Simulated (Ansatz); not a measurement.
Ga, 2 atoms in the cell. It takes space group P2_1/m (No. 11, monoclinic). Conventional cell: a = 2.834 Å, b = 3.282 Å, c = 4.219 Å, α = 90.00°, β = 108.95°, γ = 90.00°. Ga (site symmetry m) has 8 Ga at 2.71 to 2.85 Å as nearest neighbours. This isn't the form of Ga at room conditions, which is orthorhombic. The cell isn't the ideal one: strain = 0.02.

| Property | Result |
| --- | --- |
| Program | Ansatz 0.2.0 |
| Task | single point |
| Functional | PBE |
| Potentials or basis | all-electron LAPW, scalar-relativistic |
| Cutoff | 251 eV (chosen from the basis error) |
| Basis error allowed | 0.001 eV/atom |
| k mesh | 10 × 8 × 7 |
| Occupations | fermi-dirac, width 0.05 eV |
| Spin | no spin polarisation |

Potentials or basis: all-electron LAPW, scalar-relativistic.

Command:

```bash
$ ansatz run input.yaml --threads 1 --pin off --max-ram 3072MiB --backend cpu --events-out ev --progress --plain --runs-dir out
```

Hardware: 1 thread of Arm Neoverse V1, with other jobs on the host.

Task: How long does it take, and how much memory?

Result: Wall time 36 s on 1 thread of Arm Neoverse V1, with other jobs on the host, peak memory 0.5 GiB. Counts: scf iterations 8, plane waves 349, k points 180, bands 26.
